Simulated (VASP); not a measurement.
Here is a VASP 6.6.1 calculation.

The input INCAR:

```
SYSTEM = CdTe
PREC = Accurate
ENCUT = 520
EDIFF = 1E-6
ISMEAR = -1
SIGMA = 0.05
LREAL = .False.
LASPH = .True.
NELM = 80
ALGO = Normal
ISIF = 2
LWAVE = .False.
LCHARG = .False.
GGA = PE
NBANDS = 16
```

KPOINTS

```
Automatic mesh
0
Gamma
  7 7 7
  0 0 0
```

The input POSCAR:

```
CdTe
1.0
    0.0000000000      3.2050000000      3.2050000000
    3.2050000000      0.0000000000      3.2050000000
    3.2050000000      3.2050000000      0.0000000000
Te Cd
1 1
Direct
    0.7500000000      0.7500000000      0.7500000000
    0.0000000000      0.0000000000      0.0000000000
```

Potentials or basis: VASP PAW PBE potentials, release 64 (Te, Cd).

The run is started by

```bash
$ cat potpaw_PBE.64/Te/POTCAR potpaw_PBE.64/Cd/POTCAR > POTCAR
$ mpirun -np 1 vasp_std > vasp.out
```

**Question.** What does it give for the pressure?

**Answer.** 4.4 GPa.

**Question.** Estimate the band gap on the k mesh.

**Answer.** 0.87 eV, direct.

Caveat: spin-orbit coupling is left out, which moves the levels of the heavy elements.

**The experiment to reproduce.**

From a printed reference work, data compilation, for a bulk crystal of CdTe at 0 K: band gap 1.607 eV.

Against the measured gap of CdTe, 1.607 eV (0 K; a printed reference work, data compilation), the calculated 0.87 eV is off by -0.73 eV. Spin-orbit coupling on Cd, Te is left out. The value is that of PBE, without temperature or zero-point motion. Semilocal functionals fall short of measured gaps as a rule.
